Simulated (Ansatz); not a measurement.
An Ansatz run on HfO2 (started from an entry of an open crystallographic database) left the output below. It starts from the r2SCAN minimum.

Starting structure:
```
Hf O
1.0
     0.00000    2.52918    2.52918
     2.52918    0.00000    2.52918
     2.52918    2.52918    0.00000
Hf O
1 2
Cartesian
  0.0000 0.0000 0.0000
  1.2646 1.2646 1.2646
  3.7938 3.7938 3.7938
```

What the program printed (shortened):
```
Functional definition: HSE06
Crystal: 3 atoms, lattice volume = 32.357 Å³
Basis set: ecut = 420 eV, 609 PW (Γ)
Bands: 23, of which v1, the nominal top of the filled ones, is band 19 counted from 1 (18 counted from 0)
Symmetry: 48 space group operations
Space group: Fm-3m (ITA 225)
k-points: 16 of 216
Exchange kernel: α = 0.2500, screened, ω = 0.2079 Å⁻¹, Wigner–Seitz truncation, v(0) = 1045.6208 eV·Å³, q-mesh 6×6×6
preconditioner: auto → none  [insulator: Δε(μ)=5.536 eV  σ=0.020 eV  ℏωp=39.2 eV]
relax step 1: F+E_penalty+E_count = -16861.62887876 eV  P = -0.359 GPa  Ω = 32.357 Å³
relax step 2: F+E_penalty+E_count = -16861.62914748 eV  P = +0.084 GPa  Ω = 32.306 Å³
relax step 3: F+E_penalty+E_count = -16861.62910745 eV  P = -0.000 GPa  Ω = 32.316 Å³
relax step 4: F+E_penalty+E_count = -16861.62864426 eV  P = -0.013 GPa  Ω = 32.316 Å³  (SCF on a basis re-selected at this cell)
hybrid SCF converged: 2 outer / 8 inner (+0 warm-up)
Free energy (F): -16861.628644 eV
Fermi energy:    17.887698 eV
--- Per-component energies (eV) ---
  E_band       = -38.980667
  E_kinetic    = 770.753109
  E_local      = -5700.908230
  E_nonlocal   = -1164.613586
  E_hartree    = 2616.806348
  E_xc         = -354.890051
  E_vxc        = -359.669727
  E_exx        = -154.708228
  E_paw        = -7167.443511
  E_vpaw       = 1491.256520
  E_ewald      = -5707.728161
  E_core_change = 1.098702
--- Stress (GPa, compression-positive) ---
       -0.013308       0.000000       0.000000
        0.000000      -0.013308       0.000000
        0.000000       0.000000      -0.013308
  P = ⅓ Tr σ = -0.0133 GPa (-0.133 kbar)
--- Relaxed structure (3 steps of the walk, 3 accepted, 1 SCFs on fresh bases) ---
  F+E_penalty+E_count = -16861.62864426 eV
  cell:  # Å, volume = 32.3155 Å³
    - [0.000000, 2.528097, 2.528097]
    - [2.528097, 0.000000, 2.528097]
    - [2.528097, 2.528097, 0.000000]
  atoms:
    - { symbol: Hf, position: [0.000000, 0.000000, 0.000000] }
    - { symbol: O, position: [0.250000, 0.250000, 0.250000] }
    - { symbol: O, position: [0.750000, 0.750000, 0.750000] }
```

Question: What input produced it? Give the YAML.

Answer:
```yaml
crystal:
  # lattice and atoms as above
kpoints:
  mp_grid: { grid: [6, 6, 6] }
hamiltonian:
  xc: hse06
scf:
  occupations: { method: fermi_dirac, width: 0.02 }
relax:
  f_tol: 0.005
  cell: {}
```
The relax steps with a changing cell volume need the relax block with cell. The exchange loop and the term E_exx show exact exchange. Keys that only write grids to files are left aside. Keys that aren't typed take their defaults; thresholds and the kind of smearing can't be read off these lines.

Command: `ansatz run input.yaml --threads 2 --pin off --max-ram 2211MiB --backend cpu --events-out ev --progress --plain --runs-dir out`. It took 2.6 min on 2 threads of Arm Neoverse N1, with other jobs on the host, load about 0.9 per core; peak host memory 1.2 GiB.

Spin-unpolarised throughout; all numbers are computed.
